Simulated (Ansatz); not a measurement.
# GaN (F-43m) in Ansatz: notebook

The runs below take GaN through elastic constants, band structure, with PBEsol, revPBE.

Program: Ansatz 0.2.0. These are calculated values, not measurements. Logs are shortened: lines on timing, memory, paths and dates and some standing lists are left out, and cuts for length are marked.

**What was measured.**

A printed reference work, textbook reports, for a bulk crystal of GaN at 0 K: band gap 3.299 eV (direct).

The results are compared with them further down.

## 1. The structure

The structure is cubic, space group F-43m (No. 216). The conventional cell has a = 4.507 Å, b = 4.507 Å, c = 4.507 Å, α = 90.00°, β = 90.00°, γ = 90.00°. Ga (site symmetry -43m) is surrounded by 4 N at 1.95 Å. Around N (site symmetry -43m) lie 4 Ga at 1.95 Å.

The cell is a database's computed one.

## 2. Elastic constants, PBEsol

input.yaml reads:

```yaml
crystal:
  lattice:
    - [0.0, 2.2535006075, 2.2535006075]
    - [2.2535006075, 0.0, 2.2535006075]
    - [2.2535006075, 2.2535006075, 0.0]
  atoms:
    - { symbol: Ga, position: [0.0, 0.0, 0.0] }
    - { symbol: "N", position: [0.25, 0.25, 0.25] }
hamiltonian:
  xc: pbesol
  pseudopotentials: { kind: paw }
kpoints:
  mp_grid: { grid: [9, 9, 9] }
scf:
  occupations: { method: fixed }
output:
  forces: true
  stress: true
elastic:
  mode: relaxed_ion
  stencil: two_point
```

Potentials or basis: Ansatz PAW.

On the command line:

```
$ ansatz run input.yaml --threads 2 --pin off --max-ram 5120MiB --backend cpu --events-out ev --progress --plain --runs-dir out
```

Log:

```text
Warning: RAYON_NUM_THREADS=2 ignored (pool sized by the plan → 2); use --threads N
Engine: ansatz 0.2.0, aarch64-unknown-linux-gnu
Pseudopotentials: kind: paw
Pseudopotential: Ga, paw, valence charge 13, recommended cutoff 420 eV (normal), Ga.paw.azcp
Pseudopotential: N, paw, valence charge 5, recommended cutoff 420 eV (normal), N.paw.azcp
Functional definition: PBEsol
  exchange = pbesol_x
  correlation = pbesol_c
Crystal: 2 atoms, lattice volume = 22.888 Å³
Basis set: ecut = 420 eV, 459 PW (Γ), exchange–correlation on 48×48×48 points (8 copies of the dense FFT grid, shifted against one another)
Bands: 13, of which v1, the nominal top of the filled ones, is band 9 counted from 1 (8 counted from 0)
Symmetry: 24 space group operations
Space group: F-43m (ITA 216), of the structure as read, at distance tolerance 2.8e-5 Å
k-points: 35 of 729 (time reversal used)
Non-local potential: Ga, projectors of the file, l = 0: 2, l = 1: 2, l = 2: 3, l = 3: 1
Non-local potential: N, projectors of the file, l = 0: 2, l = 1: 2, l = 2: 1
PAW form: soft (Blöchl's): semilocal exchange-correlation on the pseudo side does not see the compensation charge
PAW frozen core: Ga, regenerated for the run's functional, and the local potential with it (the file was generated under x = pbe(κ = 0.804, μ = 0.2195149727645171), c = pbe(β = 0.06672455060314922))
PAW frozen core: N, regenerated for the run's functional, and the local potential with it (the file was generated under x = pbe(κ = 0.804, μ = 0.2195149727645171), c = pbe(β = 0.06672455060314922))
PAW one-centre angular grid: Ga, 590 points (default); XC on 64 Gauss nodes
PAW one-centre angular grid: N, 110 points (default); XC on 64 Gauss nodes
Initial density: superposition of atomic densities (neutral atoms: chi_scale 0, normalization atom), corrected by the library's trained network
Initial wavefunctions: pseudopotential atomic-orbital guess
Functional: x = pbesol(κ = 0.804, μ = 0.12345679012345678), c = pbesol(β = 0.046)
SCF iter   1: F=—  HF=-4122.843987 eV  |F-HF|=—  |Δ(HF+E_count)|=         —  Δρ=1.23e-2  dr2=3.36e-2  ethr=1.77e-3  ⟨swp⟩=4.2  Hψ=2068  notcnv=0  defer=54
preconditioner: auto → none  [insulator: Δε(μ)=1.570 eV  Ē_g=18.625 eV  n_scr=8 (ndim 8)  ℏωp=32.9 eV  f_vac=0.001  ε∞_Penn≈4.1]
SCF iter   2: F=—  HF=-4122.836165 eV  |F-HF|=—  |Δ(HF+E_count)|=   7.82e-3  Δρ=5.44e-3  dr2=6.11e-3  ethr=1.87e-4  ⟨swp⟩=2.2  Hψ=920  notcnv=0  defer=68
SCF iter   3: F=—  HF=-4122.834390 eV  |F-HF|=—  |Δ(HF+E_count)|=   1.78e-3  Δρ=5.82e-4  dr2=4.66e-5  ethr=3.40e-5  ⟨swp⟩=2.1  Hψ=636  notcnv=0  defer=68
SCF iter   4: F=—  HF=-4122.834390 eV  |F-HF|=—  |Δ(HF+E_count)|=   7.48e-7  Δρ=3.07e-4  dr2=9.20e-6  ethr=2.59e-7  ⟨swp⟩=2.5  Hψ=784  notcnv=0  defer=3
SCF iter   5: F=—  HF=-4122.834397 eV  |F-HF|=—  |Δ(HF+E_count)|=   6.92e-6  Δρ=3.50e-5  dr2=9.12e-8  ethr=5.11e-8  ⟨swp⟩=2.2  Hψ=769  notcnv=0
SCF iter   6: F=—  HF=-4122.834395 eV  |F-HF|=—  |Δ(HF+E_count)|=   2.83e-6  Δρ=3.35e-6  dr2=9.75e-10  ethr=5.06e-10  ⟨swp⟩=2.6  Hψ=769  notcnv=0
SCF iter   7: F=—  HF=-4122.834395 eV  |F-HF|=—  |Δ(HF+E_count)|=  1.29e-10  Δρ=6.03e-7  dr2=3.02e-11  ethr=5.42e-12  ⟨swp⟩=2.0  Hψ=721  notcnv=0
SCF iter   8: F=-4122.834395 eV  HF=-4122.834395 eV  |F-HF|=9.09e-13  |Δ(HF+E_count)|=    0.00e0  Δρ=2.22e-8  dr2=4.38e-14  ethr=1.00e-12  ⟨swp⟩=4.3  Hψ=2378  notcnv=0
SCF 1 converged in 8 iterations: F = -4122.834395 eV  dr2 = 4.38e-14
Crystal: 2 atoms, lattice volume = 22.842 Å³
Symmetry: 8 space group operations
k-points: 75 of 729 (time reversal used)
Initial density: handed on by an earlier stage of this run
Initial wavefunctions: those handed on with the density
iter 1 solved again at ethr=2.18e-7 eV; its pass at ethr=3.10e-3 eV (dr2=3.92e-5 eV) is discarded
SCF iter   1: F=—  HF=-4122.834713 eV  |F-HF|=—  |Δ(HF+E_count)|=         —  Δρ=4.06e-4  dr2=4.01e-5  ethr=2.18e-7  ⟨swp⟩=2.1  Hψ=5618  notcnv=0  defer=118
preconditioner: auto → none  [insulator: Δε(μ)=1.675 eV  Ē_g=18.672 eV  n_scr=8 (ndim 8)  ℏωp=33.0 eV  f_vac=0.000  ε∞_Penn≈4.1]
SCF iter   2: F=—  HF=-4122.834706 eV  |F-HF|=—  |Δ(HF+E_count)|=   6.62e-6  Δρ=2.15e-4  dr2=8.33e-6  ethr=2.18e-7  ⟨swp⟩=2.0  Hψ=1614  notcnv=0  defer=29
SCF iter   3: F=—  HF=-4122.834703 eV  |F-HF|=—  |Δ(HF+E_count)|=   2.51e-6  Δρ=6.15e-5  dr2=5.28e-7  ethr=4.63e-8  ⟨swp⟩=2.0  Hψ=1195  notcnv=0
SCF iter   4: F=—  HF=-4122.834706 eV  |F-HF|=—  |Δ(HF+E_count)|=   2.33e-6  Δρ=1.60e-5  dr2=3.67e-8  ethr=2.94e-9  ⟨swp⟩=2.9  Hψ=1777  notcnv=0
SCF iter   5: F=—  HF=-4122.834706 eV  |F-HF|=—  |Δ(HF+E_count)|=   1.79e-8  Δρ=3.58e-6  dr2=1.07e-9  ethr=2.04e-10  ⟨swp⟩=2.0  Hψ=1634  notcnv=0
[... 65 lines left out ...]
SCF iter   8: F=—  HF=-4122.834404 eV  |F-HF|=—  |Δ(HF+E_count)|=  1.27e-11  Δρ=1.08e-7  dr2=1.14e-12  ethr=9.29e-14 (applied; sched 1.00e-12)  ⟨swp⟩=2.0  Hψ=2741  notcnv=0
SCF iter   9: F=-4122.834404 eV  HF=-4122.834404 eV  |F-HF|=0.00e0  |Δ(HF+E_count)|=  1.82e-12  Δρ=1.13e-8  dr2=9.95e-15  ethr=1.00e-12  ⟨swp⟩=4.0  Hψ=5498  notcnv=0
SCF 8 converged in 9 iterations: F = -4122.834404 eV  dr2 = 9.95e-15
relax step   1: F+E_penalty+E_count = -4122.83440410 eV  Δ(F+E_penalty+E_count) = +0.000e0 eV  max|allowed force component| = 1.622e-2 eV/Å  Δτ_max = 0.0000 Å  (9 SCF iters, accepted)
iter 1 solved again at ethr=1.04e-8 eV; its pass at ethr=3.10e-3 eV (dr2=1.87e-6 eV) is discarded
SCF iter   1: F=—  HF=-4122.834414 eV  |F-HF|=—  |Δ(HF+E_count)|=         —  Δρ=1.36e-4  dr2=1.89e-6  ethr=1.04e-8  ⟨swp⟩=1.2  Hψ=8203  notcnv=0  defer=4
SCF iter   2: F=—  HF=-4122.834415 eV  |F-HF|=—  |Δ(HF+E_count)|=   5.82e-7  Δρ=5.47e-5  dr2=2.31e-7  ethr=1.04e-8  ⟨swp⟩=2.0  Hψ=2695  notcnv=0  defer=4
SCF iter   3: F=—  HF=-4122.834415 eV  |F-HF|=—  |Δ(HF+E_count)|=   3.81e-9  Δρ=7.51e-6  dr2=4.73e-9  ethr=1.28e-9  ⟨swp⟩=2.8  Hψ=3060  notcnv=0  defer=4
SCF iter   4: F=—  HF=-4122.834415 eV  |F-HF|=—  |Δ(HF+E_count)|=   5.72e-9  Δρ=1.38e-6  dr2=3.40e-10  ethr=2.63e-11  ⟨swp⟩=2.9  Hψ=2786  notcnv=0  defer=4
SCF iter   5: F=—  HF=-4122.834415 eV  |F-HF|=—  |Δ(HF+E_count)|=  7.09e-11  Δρ=1.16e-6  dr2=3.01e-10  ethr=1.89e-12  ⟨swp⟩=2.0  Hψ=2750  notcnv=0  defer=4
SCF iter   6: F=—  HF=-4122.834415 eV  |F-HF|=—  |Δ(HF+E_count)|=  8.37e-11  Δρ=2.21e-7  dr2=8.16e-12  ethr=1.67e-12  ⟨swp⟩=2.2  Hψ=2003  notcnv=0  defer=4
SCF iter   7: F=—  HF=-4122.834415 eV  |F-HF|=—  |Δ(HF+E_count)|=    0.00e0  Δρ=4.43e-8  dr2=2.47e-13  ethr=4.53e-14 (applied; sched 1.00e-12)  ⟨swp⟩=2.7  Hψ=2512  notcnv=0  defer=4
SCF iter   8: F=-4122.834415 eV  HF=-4122.834415 eV  |F-HF|=2.73e-12  |Δ(HF+E_count)|=  1.82e-12  Δρ=9.43e-9  dr2=6.23e-15  ethr=1.00e-12  ⟨swp⟩=4.0  Hψ=5473  notcnv=0
SCF 9 converged in 8 iterations: F = -4122.834415 eV  dr2 = 6.23e-15
relax step   2: F+E_penalty+E_count = -4122.83441493 eV  Δ(F+E_penalty+E_count) = -1.083e-5 eV  max|allowed force component| = 3.523e-8 eV/Å  Δτ_max = 0.0007 Å  (8 SCF iters, accepted)
iter 1 solved again at ethr=1.00e-12 eV; its pass at ethr=3.10e-3 eV (dr2=6.68e-13 eV) is discarded
SCF iter   1: F=—  HF=-4122.834414 eV  |F-HF|=—  |Δ(HF+E_count)|=         —  Δρ=9.89e-8  dr2=5.54e-13  ethr=1.00e-12  ⟨swp⟩=2.3  Hψ=9199  notcnv=0  defer=1
SCF iter   2: F=—  HF=-4122.834415 eV  |F-HF|=—  |Δ(HF+E_count)|=   1.14e-6  Δρ=6.59e-8  dr2=4.60e-13  ethr=3.08e-15 (applied; sched 1.00e-12)  ⟨swp⟩=3.0  Hψ=3840  notcnv=0  defer=1
SCF iter   3: F=-4122.834415 eV  HF=-4122.834415 eV  |F-HF|=1.82e-12  |Δ(HF+E_count)|=  9.09e-13  Δρ=3.61e-8  dr2=8.46e-14  ethr=1.00e-12  ⟨swp⟩=2.1  Hψ=5930  notcnv=0
SCF 10 converged in 3 iterations: F = -4122.834415 eV  dr2 = 8.46e-14
SCF converged after 8 iterations
Free energy (F): -4122.834395 eV
Harris-Foulkes:  -4122.834395 eV  (|F-HF|=9.09e-13)
Internal energy: -4122.834395 eV  (E = F + TS)
E sigma→0 (E₀):  -4122.834395 eV
Fermi energy:    9.509664 eV
--- Per-component energies (eV) ---
  E_band       = -8.214294
  E_kinetic    = 246.428077
  E_local      = -1949.944892  (includes V_loc(G=0)·N_el)
  E_nonlocal   = 475.408589
  E_hartree    = 895.321758
  E_xc         = -127.612244
  E_vxc        = -133.757615  (∫ρ·V_xc dr)
  E_paw        = -2075.891936  (= ΣΔE_a)
  E_vpaw       = -436.992090  (= ΣTr[D̂ρ^β])
  E_aug_tail   = 0.000130  (compensation charges beyond the density's cutoff)
  E_ewald      = -1587.434954
  E_core_change = 0.891077  (= ΣΔE_core)
  E_smearing   = -0.000000  (= −TS)
  E_closure    = -0.000000  (closes the sum)
  Σ components = -4122.834395   (vs F -4122.834395, Δ=0.00e0)
--- Forces (eV/Å), atoms counted from 1 ---
  atom   1  Ga     0.00000000    -0.00000000     0.00000000
  atom   2  N     -0.00000000     0.00000000     0.00000000
  max |Σ_I F_I| component: 3.93e-17 eV/Å
--- Stress (GPa, compression-positive) ---
       -1.107228      -0.000000      -0.000000
        0.000000      -1.107228       0.000000
       -0.000000       0.000000      -1.107228
  P = ⅓ Tr σ = -1.1072 GPa (-11.072 kbar)
--- Band table (eV; the first three rows and the last of 35) ---
  k-point 0: bands = ["-6.4156", "-3.9708", "-3.9708", "-3.9708", "-3.6507", "-3.6507", "9.5097", "9.5097", "9.5097", "11.1742", "19.7113", "19.7113", "19.7113"]
  k-point 1: bands = ["-6.2795", "-3.9542", "-3.9542", "-3.9218", "-3.6522", "-3.6522", "8.2078", "9.3785", "9.3785", "12.1699", "19.1163", "19.9085", "19.9085"]
  k-point 2: bands = ["-5.9544", "-3.9183", "-3.9183", "-3.7026", "-3.6492", "-3.6492", "6.1508", "9.0686", "9.0686", "13.3015", "18.3038", "20.1643", "20.1643"]
  k-point 34: bands = ["-5.3475", "-3.8298", "-3.7939", "-3.6547", "-3.6325", "-1.7267", "3.7280", "5.5654", "6.3495", "15.5736", "17.6589", "19.3741", "21.0041"]
--- Elastic constants: 2 strain directions × 2 members + reference (group order 24) ---
  dense FFT box of the reference and of every strained cell: 24×24×24
  strains applied: 11, 23; error gains: componentwise 1.00 (the most a stress slope's error grows in a printed constant), spectral 1.73 (1 for all six strains in a standard setting)
  C = ∂σ_k/∂η_j (tension-positive GPa; Voigt order 11 22 33 23 13 12):
       266.534    142.410    142.410     -0.000      0.000      0.000
       142.410    266.534    142.410     -0.000     -0.000     -0.000
       142.410    142.410    266.534     -0.000     -0.000     -0.000
         0.000      0.000      0.000    150.943     -0.000     -0.000
        -0.000     -0.000      0.000      0.000    150.943     -0.000
        -0.000      0.000      0.000      0.000     -0.000    150.943
  reference stress σ⁰ (GPa):      1.107      1.107      1.107     -0.000      0.000     -0.000
  C* (energy form; C + prestress term) asymmetry max|C*_kj − C*_jk| = 5.684e-14 GPa — a small one proves nothing (zero by symmetry where the batch's group is 432, −43m or m−3m); a large one is finite-difference/SCF noise where every solve meets its electron count
  moduli (Voigt/Reuss/Hill, GPa): K = 183.78/183.78/183.78   G = 115.39/95.97/105.68   E = 266.04   ν = 0.259
  mechanically stable: yes (min eigenvalue of sym C = 124.12 GPa)
  strain η (Voigt 11):  stress-route row diagonal C_11 = 266.53 GPa, energy-path curvature d²(F+E_count+ΔE)/dδ²/Ω₀ = 267.60 GPa
         δ    σ_11 (GPa)             F (eV)   n_scf  n_hpsi   n_pw
    -2.000e-3       0.5741       -4122.8347057       7   17789    459   relax 0 steps, max|allowed force component| 1.87e-16 eV/Å
     2.000e-3       1.6402       -4122.8340069       7   16352    459   relax 0 steps, max|allowed force component| 5.55e-17 eV/Å
  strain η (Voigt 23):  stress-route row diagonal C_44 = 150.94 GPa, energy-path curvature d²(F+E_count+ΔE)/dδ²/Ω₀ = 152.41 GPa
         δ    σ_23 (GPa)             F (eV)   n_scf  n_hpsi   n_pw
    -2.000e-3      -0.3019       -4122.8344149       3   20072    459   relax 3 steps, max|allowed force component| 1.27e-7 eV/Å
     2.000e-3       0.3019       -4122.8344149       3   20097    459   relax 2 steps, max|allowed force component| 3.52e-8 eV/Å
```

Run time: 12 s. Hardware: 2 threads of Arm Neoverse V2, shared host; peak memory 0.35 GiB.

What came out:

| Quantity | Value |
| --- | --- |
| Free energy | -4122.8344 eV |
| Pressure | -1.1 GPa |
| Band gap on the k mesh | 1.66 eV, direct |
| Elastic constants C11, C12, C44 | 267, 142, 151 GPa |
| Voigt bulk modulus | 184 GPa |

Elastic tensor in Voigt notation (GPa, in the Cartesian axes of the cell as first typed):
```
267 142 142   0   0   0
142 267 142   0   0   0
142 142 267   0   0   0
  0   0   0 151   0   0
  0   0   0   0 151   0
  0   0   0   0   0 151
```

Caveat: odd divisions of the mesh miss points on the zone boundary, where band edges often lie, so the gap on the mesh can be too wide; the pressure holds a Pulay correction of +0.5 GPa for the finite cutoff; the PAW data sets come from PBE, with cores solved anew for the run's functional, which leaves a small shift of forces and pressure.

## 3. Band structure, revPBE

input.yaml reads:

```yaml
crystal:
  lattice:
    - [0.0, 2.2535006075, 2.2535006075]
    - [2.2535006075, 0.0, 2.2535006075]
    - [2.2535006075, 2.2535006075, 0.0]
  atoms:
    - { symbol: Ga, position: [0.0, 0.0, 0.0] }
    - { symbol: "N", position: [0.25, 0.25, 0.25] }
hamiltonian:
  xc: revpbe
  pseudopotentials: { kind: paw }
kpoints:
  mp_grid: { grid: [10, 10, 10] }
  band_path:
    path:
      - [[0.0, 0.0, 0.0], [0.5, 0.0, 0.5], [0.5, 0.25, 0.75], [0.375, 0.375, 0.75], [0.0, 0.0, 0.0], [0.5, 0.5, 0.5], [0.625, 0.25, 0.625], [0.5, 0.25, 0.75], [0.5, 0.5, 0.5], [0.375, 0.375, 0.75]]
      - [[0.625, 0.25, 0.625], [0.5, 0.0, 0.5]]
    npoints: 14
scf:
  occupations: { method: fermi_dirac, width: 0.05 }
  n_extra_bands: 6
output:
  forces: true
  stress: true
  eigenvalues: true
  fatbands: true
```

Potentials or basis: Ansatz PAW.

On the command line:

```
$ ansatz run input.yaml --threads 2 --pin off --max-ram 5120MiB --backend cpu --events-out ev --progress --plain --runs-dir out
```

Log:

```text
Warning: RAYON_NUM_THREADS=2 ignored (pool sized by the plan → 2); use --threads N
scf.n_extra_bands = 6 over 9 filled bands (N_el = 18.0): the run solves 15 bands
[... 4 set-up lines as earlier in the session ...]
Functional definition: revPBE
  parameter kappa = 1.245
  parameter beta = 0.06672455060314922
  exchange = pbe_x(kappa = kappa, mu = beta*pi^2/3)
  correlation = pbe_c(beta = beta)
Crystal: 2 atoms, lattice volume = 22.888 Å³
Basis set: ecut = 420 eV, 459 PW (Γ), exchange–correlation on 48×48×48 points (8 copies of the dense FFT grid, shifted against one another)
Bands: 15, of which v1, the nominal top of the filled ones, is band 9 counted from 1 (8 counted from 0)
[... 2 set-up lines as earlier in the session ...]
k-points: 47 of 1000 (time reversal used)
[... 9 set-up lines as earlier in the session ...]
Functional: x = revpbe(κ = 1.245, μ = 0.2195149727645171), c = pbe(β = 0.06672455060314922)
SCF iter   1: F=—  HF=-4172.913048 eV  |F-HF|=—  |Δ(HF+E_count)|=         —  Δρ=2.74e-3  dr2=8.30e-4  ethr=1.77e-3  ⟨swp⟩=5.0  Hψ=3508  notcnv=0  defer=12
preconditioner: auto → none  [insulator: Δε(μ)=1.753 eV  Ē_g=21.595 eV  σ=0.050 eV  W_gap=1.00  n_scr=8 (ndim 8)  ℏωp=32.9 eV  f_vac=0.001  D(μ)=0.00/eV (n_scr^D=0)  ε∞_Penn≈3.3]
SCF iter   2: F=—  HF=-4172.912939 eV  |F-HF|=—  |Δ(HF+E_count)|=   1.10e-4  Δρ=1.00e-3  dr2=2.01e-4  ethr=4.61e-6  ⟨swp⟩=2.0  Hψ=1503  notcnv=0  defer=37
SCF iter   3: F=—  HF=-4172.912938 eV  |F-HF|=—  |Δ(HF+E_count)|=   6.58e-8  Δρ=5.60e-4  dr2=4.25e-5  ethr=1.12e-6  ⟨swp⟩=2.5  Hψ=1037  notcnv=0  defer=37
SCF iter   4: F=—  HF=-4172.912957 eV  |F-HF|=—  |Δ(HF+E_count)|=   1.86e-5  Δρ=3.51e-5  dr2=1.84e-7  ethr=2.36e-7  ⟨swp⟩=2.9  Hψ=1114  notcnv=0  defer=37
iter 5 did not close the SCF: its close was put off for the readings that it lacked (scf_convergence_deferred on its scf_iter line)
SCF iter   5: F=-4172.912957 eV  HF=-4172.912957 eV  |F-HF|=1.25e-8  |Δ(HF+E_count)|=   3.57e-7  Δρ=6.25e-6  dr2=5.89e-9  ethr=1.02e-9  ⟨swp⟩=2.3  Hψ=1061  notcnv=0  defer=37
SCF iter   6: F=-4172.912957 eV  HF=-4172.912957 eV  |F-HF|=2.85e-10  |Δ(HF+E_count)|=   1.51e-8  Δρ=1.11e-6  dr2=1.41e-10  ethr=3.27e-11  ⟨swp⟩=4.3  Hψ=2689  notcnv=0
SCF 1 converged in 6 iterations: F = -4172.912957 eV  dr2 = 1.41e-10
NSCF: frozen V_eff on 142 k-points
SCF converged after 6 iterations
Free energy (F): -4172.912957 eV
Harris-Foulkes:  -4172.912957 eV  (|F-HF|=2.85e-10)
Internal energy: -4172.912957 eV  (E = F + TS)
E sigma→0 (E₀):  -4172.912957 eV
Fermi energy:    10.666231 eV
--- Per-component energies (eV) ---
  E_band       = -3.814251
  E_kinetic    = 247.197649
  E_local      = -1949.736712  (includes V_loc(G=0)·N_el)
  E_nonlocal   = 473.664058
  E_hartree    = 897.603234
  E_xc         = -129.001289
  E_vxc        = -134.124936  (∫ρ·V_xc dr)
  E_paw        = -2125.101865  (= ΣΔE_a)
  E_vpaw       = -436.020756  (= ΣTr[D̂ρ^β])
  E_aug_tail   = 0.000142  (compensation charges beyond the density's cutoff)
  E_ewald      = -1587.434954
  E_core_change = -0.103219  (= ΣΔE_core)
  E_smearing   = -0.000000  (= −TS)
  E_closure    = 0.000000  (closes the sum)
  Σ components = -4172.912957   (vs F -4172.912957, Δ=0.00e0)
--- Forces (eV/Å), atoms counted from 1 ---
  atom   1  Ga     0.00000000    -0.00000000     0.00000000
  atom   2  N     -0.00000000     0.00000000     0.00000000
  max |Σ_I F_I| component: 1.85e-17 eV/Å
--- Stress (GPa, compression-positive) ---
        8.049807      -0.000000      -0.000000
       -0.000000       8.049807       0.000000
       -0.000000       0.000000       8.049807
  P = ⅓ Tr σ = 8.0498 GPa (80.498 kbar)
--- Band table (eV; the first three rows and the last of 47) ---
  k-point 0: bands = ["-6.2113", "-3.7312", "-3.7312", "-3.7312", "-3.4143", "-3.4143", "9.7506", "9.7506", "9.7506", "11.4926", "20.1146", "20.1146", "20.1146", "27.4839", "28.5816"]
  k-point 1: bands = ["-6.1030", "-3.7177", "-3.7177", "-3.6913", "-3.4155", "-3.4155", "8.6536", "9.6450", "9.6450", "12.3517", "19.6226", "20.2776", "20.2776", "27.2367", "27.2367"]
  k-point 2: bands = ["-5.8316", "-3.6864", "-3.6864", "-3.5260", "-3.4143", "-3.4143", "6.8464", "9.3833", "9.3833", "13.4387", "18.8474", "20.5374", "20.5374", "26.2391", "26.4778"]
  k-point 46: bands = ["-5.1534", "-3.5903", "-3.5468", "-3.4170", "-3.3876", "-1.5012", "4.0264", "6.1759", "6.2063", "15.6182", "18.0079", "20.5141", "21.0283", "24.8484", "29.5702"]
```

Run time: 2.2 s. Hardware: 2 threads of Arm Neoverse V2, shared host; peak memory 0.28 GiB.

What came out:

```
Free energy             : -4172.9130 eV
Pressure                : 8.0 GPa
Band gap on the k mesh  : 1.74 eV, direct
Band gap along the path : 1.74 eV, direct
```

Levels at the corners of the path, in eV from the valence-band top:
| point | band 7 | band 8 | band 9 | band 10 | band 11 | band 12 |
| --- | --- | --- | --- | --- | --- | --- |
| Γ | 0.00 | 0.00 | 0.00 | 1.74 | 10.36 | 10.36 |
| X | -6.10 | -2.69 | -2.69 | 3.39 | 6.73 | 11.79 |
| W | -5.67 | -3.68 | -3.62 | 6.26 | 8.45 | 10.31 |
| K | -5.84 | -4.23 | -2.17 | 5.04 | 7.92 | 11.14 |
| Γ | 0.00 | 0.00 | 0.00 | 1.74 | 10.36 | 10.36 |
| L | -7.01 | -0.96 | -0.96 | 4.69 | 8.78 | 10.41 |
| U | -5.84 | -4.23 | -2.17 | 5.04 | 7.92 | 11.14 |
| W | -5.67 | -3.68 | -3.62 | 6.26 | 8.45 | 10.31 |
| L | -7.01 | -0.96 | -0.96 | 4.69 | 8.78 | 10.41 |
| K | -5.84 | -4.23 | -2.17 | 5.04 | 7.92 | 11.14 |
| U | -5.84 | -4.23 | -2.17 | 5.04 | 7.92 | 11.14 |
| X | -6.10 | -2.69 | -2.69 | 3.39 | 6.73 | 11.79 |

Caveat: the pressure holds a Pulay correction of +0.5 GPa for the finite cutoff; the PAW data sets come from PBE, with cores solved anew for the run's functional, which leaves a small shift of forces and pressure.

## 4. Comparison with measurements

Step 2. A measured gap of GaN is 3.299 eV (direct; 0 K; a printed reference work, textbook); the calculated 1.66 eV misses it by -1.63 eV. Spin-orbit coupling on Ga is left out. The value is that of PBEsol, without temperature or zero-point motion. Semilocal functionals fall short of measured gaps as a rule. The cell is a database's relaxed one, not the measured one, which moves gaps too.

Step 3. A measured gap of GaN is 3.299 eV (direct; 0 K; a printed reference work, textbook); the calculated 1.74 eV misses it by -1.56 eV. Spin-orbit coupling on Ga is left out. The value is that of revPBE, without temperature or zero-point motion. Semilocal functionals fall short of measured gaps as a rule. The cell is a database's relaxed one, not the measured one, which moves gaps too.
